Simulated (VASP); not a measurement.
VASP 6.6.1 run: SrO

INCAR

```
LCHARG = .FALSE.
ISMEAR = -1
SIGMA = 0.02
NSW = 0
NBANDS = 24
EDIFF = 1E-7
LASPH = .TRUE.
ISIF = 2
NELMDL = -12
ENCUT = 520
IBRION = -1
PREC = Accurate
LREAL = .FALSE.
LWAVE = .FALSE.
GGA = PE
NELM = 60
```

KPOINTS

```
KPOINTS created by Atomic Simulation Environment
0
Monkhorst-Pack
10 10 3
0 0 0
```

POSCAR

```
Sr O
 1.0000000000000000
     3.5471277480423162    0.0000000000286281    0.0000000000000000
    -1.7735638740459507    3.0719027402590191    0.0000000000000000
     0.0000000000000000    0.0000000000000000    6.2083420350356864
 Sr  O
   2   2
Cartesian
 -0.0000000000165285  2.0479351601822224  1.5520855087589212
  1.7735638740128943  1.0239675801054251  4.6562565262767626
 -0.0000000000000000 -0.0000000000000000  0.0000000000000000
 -0.0000000000000000 -0.0000000000000000  3.1041710175178423
```

The recommended PBE PAW datasets give the neutral cell 32 valence electrons.

Command

```
mpirun -np 1 vasp_std
```

OSZICAR

```
N       E                     dE             d eps       ncg     rms          rms(c)
DAV:   1     0.170574346258E+03    0.17057E+03   -0.16298E+04  2880   0.127E+03
DAV:   2    -0.181528373206E+02   -0.18873E+03   -0.17700E+03  4072   0.283E+02
DAV:   3    -0.281465596843E+02   -0.99937E+01   -0.99246E+01  4392   0.576E+01
DAV:   4    -0.283919117090E+02   -0.24535E+00   -0.24527E+00  3888   0.720E+00
DAV:   5    -0.283940764924E+02   -0.21648E-02   -0.21647E-02  4024   0.735E-01
DAV:   6    -0.283941243545E+02   -0.47862E-04   -0.47862E-04  4056   0.720E-02
DAV:   7    -0.283941248135E+02   -0.45891E-06   -0.45895E-06  4016   0.750E-03
DAV:   8    -0.283941248164E+02   -0.29536E-08   -0.28672E-08  2512   0.641E-04
DAV:   9    -0.283941248166E+02   -0.22192E-09   -0.30856E-09  2776   0.243E-04
DAV:  10    -0.283941248168E+02   -0.17371E-09   -0.13324E-09  2448   0.138E-04
...
DAV:  15    -0.237461353814E+02    0.60519E-01   -0.63079E-01  2976   0.523E+00    0.208E+00
DAV:  16    -0.237294880029E+02    0.16647E-01   -0.75343E-02  4176   0.186E+00    0.494E-01
DAV:  17    -0.237319538795E+02   -0.24659E-02   -0.79988E-03  3600   0.508E-01    0.207E-01
DAV:  18    -0.237324593470E+02   -0.50547E-03   -0.16229E-03  3344   0.230E-01    0.393E-02
DAV:  19    -0.237325468541E+02   -0.87507E-04   -0.19061E-04  4024   0.748E-02    0.512E-02
DAV:  20    -0.237325443202E+02    0.25339E-05   -0.20228E-05  3392   0.321E-02    0.980E-03
DAV:  21    -0.237325448892E+02   -0.56903E-06   -0.29291E-06  3992   0.963E-03    0.396E-03
DAV:  22    -0.237325445781E+02    0.31109E-06   -0.43590E-07  3232   0.426E-03    0.869E-04
DAV:  23    -0.237325444831E+02    0.95003E-07   -0.37823E-08  2200   0.116E-03
   1 F= -.23732544E+02 E0= -.23732544E+02  d E =-.139992E-11
```

From OUTCAR

```
k-points           NKPTS =     60   k-points in BZ     NKDIM =     60   number of bands    NBANDS=     24

   NELECT =      32.0000    total number of electrons

   dimension x,y,z NGX =    28 NGY =   28 NGZ =   48
   dimension x,y,z NGXF=    56 NGYF=   56 NGZF=   96

  energy-cutoff  :      520.00
  volume of cell :       67.65
      direct lattice vectors                 reciprocal lattice vectors
     3.547127748  0.000000000  0.000000000     0.281918237  0.162765570  0.000000000
    -1.773563874  3.071902740  0.000000000    -0.000000000  0.325531140  0.000000000
     0.000000000  0.000000000  6.208342035     0.000000000  0.000000000  0.161073600

 k-points in reciprocal lattice and weights: KPOINTS created by Atomic Simulation Env
   0.05000000  0.05000000  0.00000000       0.007
   0.15000000  0.05000000  0.00000000       0.013
   0.25000000  0.05000000  0.00000000       0.013
   0.35000000  0.05000000  0.00000000       0.013
   0.45000000  0.05000000  0.00000000       0.013
  -0.45000000  0.05000000  0.00000000       0.013
  -0.35000000  0.05000000  0.00000000       0.013
  -0.25000000  0.05000000  0.00000000       0.013
   ...

 E-fermi :   2.6648

 k-point     1 :       0.0500    0.0500    0.0000
  band No.  band energies     occupation
      1     -30.7299      2.00000
      2     -30.6239      2.00000
      3     -14.8254      2.00000
      4     -13.5200      2.00000
      5     -12.4873      2.00000
      6     -12.4244      2.00000
      7     -12.3755      2.00000
      8     -12.3636      2.00000
      9     -12.1953      2.00000
     10     -10.9581      2.00000
     11      -0.3976      2.00000
     12       1.0272      2.00000
     13       1.2379      2.00000
     14       1.3909      2.00000
     15       1.4170      2.00000
     16       2.1845      2.00000
     17       5.6849      0.00000
     18       6.7921      0.00000
     19       7.5140      0.00000
     20       8.6051      0.00000
     21       9.0070      0.00000
     22       9.6812      0.00000
     23       9.7282      0.00000
     24      10.2823      0.00000

 k-point     2 :       0.1500    0.0500    0.0000
  band No.  band energies     occupation
      1     -30.6993      2.00000
      2     -30.6055      2.00000
      3     -14.6339      2.00000
      4     -13.9239      2.00000
      5     -12.6874      2.00000
      6     -12.4956      2.00000
      7     -12.3932      2.00000
      8     -12.3813      2.00000
      9     -11.8935      2.00000
     10     -11.1877      2.00000
     11      -0.1272      2.00000
     12       0.6668      2.00000
     13       1.2187      2.00000
     14       1.3055      2.00000
     15       1.3527      2.00000
     16       2.0812      2.00000
     17       6.1364      0.00000
     18       6.5927      0.00000
     19       7.9822      0.00000
     20       9.2397      0.00000
     21       9.7373      0.00000
     22       9.8488      0.00000
     23      10.0361      0.00000
     24      10.0484      0.00000

 ...

  Total        1.0684801      1.0684801      0.9787533      0.0000000      0.0000000      0.0000000
  in kB       25.3056270     25.3056270     23.1805579      0.0000000      0.0000000      0.0000000
  external PRESSURE =      24.5972707 kB  Pullay stress =       0.0000000 kB

 POSITION                                       TOTAL-FORCE (eV/Angst)
 -----------------------------------------------------------------------------------
     -0.00000      2.04794      1.55209        -0.000000      0.000000     -0.000000
      1.77356      1.02397      4.65626         0.000000     -0.000000      0.000000
      0.00000      0.00000      0.00000        -0.000000      0.000000      0.000000
      0.00000      0.00000      3.10417        -0.000000      0.000000      0.000000
 -----------------------------------------------------------------------------------
    total drift:                                0.000000     -0.000000      0.000000

  FREE ENERGIE OF THE ION-ELECTRON SYSTEM (eV)
  ---------------------------------------------------
  free  energy   TOTEN  =       -23.7325444831 eV

  energy  without entropy=      -23.7325444831  energy(sigma->0) =      -23.73254448
```

It converged. Results: gap between bands v and c on the k mesh 3.10 eV; least direct gap on the k mesh 3.25 eV; pressure 2.5 GPa. Band v is the last that the valence electrons fill when counted band by band, and c is the next.

The shifted mesh misses Γ, so a band edge there is missed.

For comparison, a separate PBE run of the intended cell, on usual settings and not on those above, gives a gap of 3.06 eV on its mesh and a pressure of 2.5 GPa.

The run above took about 2.2 min on one core of a shared host (Intel Xeon Platinum 8488C) and held 0.23 GiB at most.
